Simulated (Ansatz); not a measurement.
Input of an Ansatz 0.2.0 run:

The input input.yaml:

```yaml
crystal:
  lattice:
    - [0.0, 2.82685, 2.82685]
    - [2.82685, 0.0, 2.82685]
    - [2.82685, 2.82685, 0.0]
  atoms:
    - { symbol: As, position: [0.75, 0.75, 0.75] }
    - { symbol: Ga, position: [0.0, 0.0, 0.0] }
hamiltonian:
  xc: pbe
  pseudopotentials: { kind: paw }
kpoints:
  mp_grid: { grid: [8, 8, 8] }
scf:
  occupations: { method: gaussian, width: 0.018 }
output:
  forces: true
  stress: true
  eigenvalues: true
  write_density: true
  write_potential: true
  elf: true
  volumetric_format: npy
```

Potentials or basis: Ansatz PAW.

The run is started by

```bash
$ ansatz run input.yaml --threads 2 --pin off --max-ram 5632MiB --backend cpu --events-out ev --progress --plain --runs-dir out
```

(1) Estimate the band gap on the k mesh.

(2) Predict the pressure.

Results:

(1) 0.52 eV, direct.

(2) 3.3 GPa.

**What was measured.**

“Evidence of valence band perturbations in GaAsN/GaAs(001): A combined variable-angle spectroscopic ellipsometry and modulated photoreflectance investigation”, 2008, arxiv:0805.2212 reports, for a bulk crystal of GaAs at 300 K: band gap 1.418 ± 0.005 eV (direct).

Against the measured gap of GaAs, 1.418 eV (direct; 300 K; “Evidence of valence band perturbations in GaAsN/GaAs(001): A combined variable-angle spectroscopic ellipsometry and modulated photoreflectance investigation”, 2008, arxiv:0805.2212), the calculated 0.52 eV is off by -0.90 eV. 3 values of this kind are on record (1.412 to 1.51 eV); this one was drawn at random among those near their median, those with a stated uncertainty first. Spin-orbit coupling on As, Ga is left out. The value is that of PBE on a finite k mesh, which can miss the band edges, without temperature or zero-point motion. Semilocal functionals fall short of measured gaps as a rule.
